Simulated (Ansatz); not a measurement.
# HfSiO₄: rattling a relaxed structure

It was relaxed at this level from a cell as deposited in COD.

Computed with DFT PBE, scalar-relativistic, plane waves, PAW in Ansatz. Cutoff 420 eV; k points 6×6×6 on the computed 12-atom cell (Γ-centred); Gaussian smearing, width 0.02 eV; no spin polarisation.

The cell below (12 atoms, space group I4_1/amd (No. 141)) is relaxed within its symmetry.

```
CELL_PARAMETERS angstrom
-3.32280 3.32280 3.00710
3.32280 -3.32280 3.00710
3.32280 3.32280 -3.00710
ATOMIC_POSITIONS crystal
Hf 0.75000 0.25000 0.50000
Hf 0.00000 0.00000 0.00000
Si 0.25000 0.75000 0.50000
Si 0.50000 0.50000 0.00000
O 0.13474 0.31893 0.81581
O 0.06893 0.75311 0.68419
O 0.50311 0.31893 0.18419
O 0.06893 0.38474 0.31581
O 0.61526 0.93107 0.68419
O 0.68107 0.86526 0.18419
O 0.24689 0.93107 0.31581
O 0.68107 0.49689 0.81581
```

For the test it was strained at random (σ = 1.5 % a component), the atoms were moved at random (σ = 0.10 Å), and all was relaxed again on a coarse 4×4×4 mesh (in the run’s order of axes) with 0.10 eV smearing, with no symmetry imposed.

These runs have no spin–orbit coupling, which can matter for Hf.

Problem. What happens?

Solution. It returns, within 1 meV/atom of the unmoved cell on that mesh and with the same symmetry when read at 0.1 Å. No instability shows in this cell; modes of other wave vectors, which need another repeat, aren't tested.
